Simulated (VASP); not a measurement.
Wanted: the native input for a VASP 6.6.1 run.

| Item | Value |
| --- | --- |
| Task | relaxation of cell and atoms |
| Functional | PBE |
| Potentials or basis | VASP PAW PBE potentials, release 64 (Ni) |
| Cutoff | 600 eV |
| k mesh | 10 × 10 × 6 |
| Occupations | gaussian, width 0.05 eV |
| Spin | collinear spin, typed start |
| Starting moments | [0.8, 0.8] μB |
| Dipole correction | no |
| Further INCAR settings | ALGO = Normal; EDIFF = 1e-07; IBRION = 2; EDIFFG = -0.03; NSW = 80; ISIF = 3 |

The structure of Ni lies in POSCAR:

```
Ni
1.0
    2.4888467156      0.0000000000      0.0000000000
   -1.2444233578      2.1554044818      0.0000000000
    0.0000000000      0.0000000000      4.0651163022
Ni
2
Direct
    0.3333333333      0.6666666667      0.7500000000
    0.6666666667      0.3333333333      0.2500000000
```

The cell was built by a generator and needn't be a form met in nature.

One way to write it, as run:

INCAR

```
  PREC = Accurate
  ENCUT = 600
  EDIFF = 1E-7
  ISMEAR = 0
  SIGMA = 0.05
  LREAL = False
  LASPH = True
  NELM = 150
  ALGO = Normal
  ISIF = 3
  LWAVE = False
  LCHARG = False
  ISPIN = 2
  MAGMOM = 0.8 0.8
  LORBIT = 11
  LMAXMIX = 4
  GGA = PE
  IBRION = 2
  NSW = 80
  EDIFFG = -0.03
```

KPOINTS

```
regular mesh
0
Gamma
  10 10 6
```

Potentials or basis: VASP PAW PBE potentials, release 64 (Ni).

Launch:

```sh
$ cat potpaw_PBE.64/Ni/POTCAR > POTCAR
$ mpirun -np 1 vasp_std > vasp.out
```

Results of the run:

```
Relaxed volume                                        : 10.94 Å³/atom
Relaxed cell                                          : a = 2.489 Å, b = 2.489 Å, c = 4.078 Å, α = 90.00°, β = 90.00°, γ = 120.00°
Space group after relaxing (to 0.05 Å)                : P6_3/mmc (No. 194)
Energy gained by relaxing                             : 0.1 meV/atom
Ionic steps                                           : 2
Pressure after relaxing                               : -0.3 GPa
Band gap on the k mesh                                : none (metal or under the smearing width)
Net moment                                            : 1.35 μB per cell
Site moments                                          : Ni +0.69 μB
Valence electrons inside the program's atomic spheres : Ni 9.30
```

Run time: 39 s on 1 thread of AMD EPYC 9R45 (Zen 5), with other jobs on the host, peak memory 0.13 GiB.
